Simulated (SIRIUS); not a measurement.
Runs of SIRIUS 7.12.0 on Nb. It takes space group Im-3m (No. 229, cubic). Conventional cell: a = 3.328 Å, b = 3.328 Å, c = 3.328 Å, α = 90.00°, β = 90.00°, γ = 90.00°. Nb (site symmetry m-3m) is surrounded by 8 Nb at 2.88 Å. 

```csv
task,level,cell,local orbitals (radial functions),reference energy of the basis,smallest sphere radius times basis cutoff,start of the SCF,gap on the mesh (eV),V0 of scaled cells (Å³/atom),B0 (GPa)
single point,PBEsol,as given,Nb 13,0.38 Ha,8.79,LDA density,none,-,-
equation of state,PBE+D4,as given,-,-,-,-,-,(a),175
single point,PBEsol,cell strained at random,Nb 13,0.38 Ha,8.79,LDA density,none,-,-
equation of state,PBE+D3(BJ),as given,-,-,-,-,-,17.49,(b)
equation of state,PBE,as given,-,-,-,-,-,18.20,(c)
equation of state,PBEsol,as given,Nb 13,-,8.79,-,-,17.58,180
equation of state,PBE+D3,as given,-,-,-,-,-,17.51,180
```

Alike in all rows: potentials or basis all-electron FP-LAPW, apw+lo standard; no spin polarisation; k mesh 11 × 11 × 11; cutoff (eV) 163; smearing fermi-dirac 0.05 eV.

Problem. Estimate the missing entries.

Solution. (a) 17.90; (b) 179; (c) 171.

A k mesh can miss the band edges, and the runs leave out spin-orbit coupling on Nb.

A gap of «none» marks a metal or a gap under the smearing width.
